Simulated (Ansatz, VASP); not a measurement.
## Two plane-wave programs on SiC (Moissanite 3C)

```
Si C
1.0
     0.00000    2.17900    2.17900
     2.17900    0.00000    2.17900
     2.17900    2.17900    0.00000
Si C
1 1
Cartesian
  0.0000 0.0000 0.0000
  3.2685 3.2685 3.2685
```

Alike in both runs: task Born charges and dielectric tensor; functional LDA; k mesh 10 × 10 × 10; no spin polarisation.

|  | VASP | Ansatz |
| --- | --- | --- |
| version | VASP 6.6.1 | Ansatz 0.2.0 |
| potentials or method | VASP PAW LDA potentials, release 64 (Si, C) | Ansatz PAW |
| plane-wave cutoff (eV) | 520 | 420 |
| occupations | fermi-dirac, width 0.05 eV | fixed |
| valence electrons in the cell | 8 | 8 |

Ansatz gave:

| Item | Value |
| --- | --- |
| gap on the k mesh at the Fermi level (eV) | 1.32 |
| least direct gap on the mesh (eV) | 4.51 |
| mean electronic dielectric constant | 6.97 |
| mean Born charge of the atom that differs most (e) | 2.72 |

Task: Which values does VASP return?

Result: gap on the k mesh at the Fermi level (eV): 1.30; least direct gap on the mesh (eV): 4.50; mean electronic dielectric constant: 7.02; mean Born charge of the atom that differs most (e): 2.70.

 A k mesh can miss the band edges. Expect the measured gap to be larger: semilocal functionals such as LDA lack the derivative discontinuity.
